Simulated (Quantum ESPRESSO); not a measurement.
Runs of Quantum ESPRESSO 7.5 on AlN. Symmetry: F-43m, No. 216, cubic system. Conventional cell: a = 4.368 Å, b = 4.368 Å, c = 4.368 Å, α = 90.00°, β = 90.00°, γ = 90.00°. Al (site symmetry -43m) is surrounded by 4 N at 1.89 Å. N (site symmetry -43m) has 4 Al at 1.89 Å as nearest neighbours. Measurements of this composition are mostly on another form, of space group No. 186.

```tsv
level	potentials or basis	form of the LDA correlation	pressure (GPa)
LDA	GBRV 1.5 LDA	PZ81	(a)
AM05	GBRV 1.5 PBE	-	2.5
PBEsol	GBRV 1.5 PBEsol	-	1.7
WC	GBRV 1.5 PBE	-	2.3
PBE	GBRV 1.5 PBE	-	(b)
BLYP	GBRV 1.5 PBE	-	9.4
```

Alike in all rows: task dielectric tensor; no spin polarisation; cell as given; k mesh 8 × 8 × 8, shifted; cutoff (eV) 612; smearing fermi-dirac 0.05 eV.

Problem. Estimate the missing entries.

Solution. (a) -2.8; (b) 5.4.

Caveats: the potentials were made for another functional, which shifts forces and pressure (some runs); the cell is more than 3 GPa from zero pressure, which shifts response properties (some runs).
